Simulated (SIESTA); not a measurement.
Ag:

```
Ag
1.0
     4.08550    0.00000    0.00000
     0.00000    4.08550    0.00000
     0.00000    0.00000    4.08550
Ag
4
Direct
  0.00000 0.00000 0.00000
  0.00000 0.50000 0.50000
  0.50000 0.00000 0.50000
  0.50000 0.50000 0.00000
```

```yaml
Program: SIESTA 5.4.2
Task: relaxation of cell and atoms
Functional: vdW-DF
Potentials_or_basis: PseudoDojo 0.4 standard (PBE files)
Basis: DZP (energy shift 0.003 Ry; two zetas on semicore shells)
Grid_cutoff: 800 Ry
Energy_shift: 0.003 Ry
k_mesh: 5 × 5 × 5
Occupations: fermi-dirac, width 0.05 eV
Spin: no spin polarisation
```

At the start: pressure 12.6 GPa; volume 17.05 Å³/atom.

Q: Where does the relaxation end?

A: Over 5 steps the energy falls by 73.6 meV/atom and the volume is 19.17 Å³/atom (+12.4 %); space group Fm-3m (No. 225, to 0.05 Å).

The path:
| step | energy change (eV) | largest force (eV/Å) | pressure (GPa) | volume (Å³) |
| --- | --- | --- | --- | --- |
| 1 | 0.0000 | 0.0000 | 12.60 | 68.19 |
| 2 | -0.0714 | 0.0000 | 10.63 | 69.18 |
| 3 | -0.2879 | 0.0000 | 1.46 | 75.33 |
| 4 | -0.2941 | 0.0000 | 0.22 | 76.48 |
| 5 | -0.2943 | 0.0000 | 0.00 | 76.68 |

Final structure:
```xyz
4
Lattice="4.2484 0.0000 0.0000 0.0000 4.2484 0.0000 0.0000 0.0000 4.2484" Properties=species:S:1:pos:R:3 pbc="T T T"
Ag    0.0000    0.0000    0.0000
Ag    0.0000    2.1242    2.1242
Ag    2.1242    0.0000    2.1242
Ag    2.1242    2.1242    0.0000
```

Caveat: short orbitals over semicore shells can move pressures by several GPa; the potentials were made for another functional, which shifts forces and pressure; the basis of atomic orbitals isn't converged, which shifts pressures, moduli and gaps.
